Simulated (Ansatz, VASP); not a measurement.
## Si2Mo: VASP beside Ansatz

```xyz
3
Lattice="-1.6019 1.6019 3.9213 1.6019 -1.6019 3.9213 1.6019 1.6019 -3.9213" Properties=species:S:1:pos:R:3 pbc="T T T"
Si    0.0000    0.0000    2.6282
Si    0.0000    0.0000    5.2143
Mo    0.0000    0.0000    0.0000
```

Alike in both runs: task single point; functional PBE; k mesh 8 × 8 × 8; occupations gaussian, width 0.05 eV; no spin polarisation.

|  | VASP | Ansatz |
| --- | --- | --- |
| version | VASP 6.6.1 | Ansatz 0.2.0 |
| potentials or method | VASP PAW PBE potentials, release 64 (Si, Mo_sv) | scalar-relativistic, plane waves, PAW |
| plane-wave cutoff (eV) | 520 | 420 |
| valence electrons in the cell | 22 | 22 |

|  | VASP | Ansatz | Ansatz less VASP |
| --- | --- | --- | --- |
| gap on the k mesh at the Fermi level (eV) | none | none | - |
| pressure (GPa) | 2.7 | 2.5 | -0.17 |
| rms of the force components (eV/Å) | 0.007 | 0.005 | -0.0018 |

Atom by atom the forces differ by 0.002 eV/Å (rms over components). A gap of «none» marks a metal or a gap that the smearing closes. With one functional, cell and mesh, what is left measures potentials, basis and numerics.
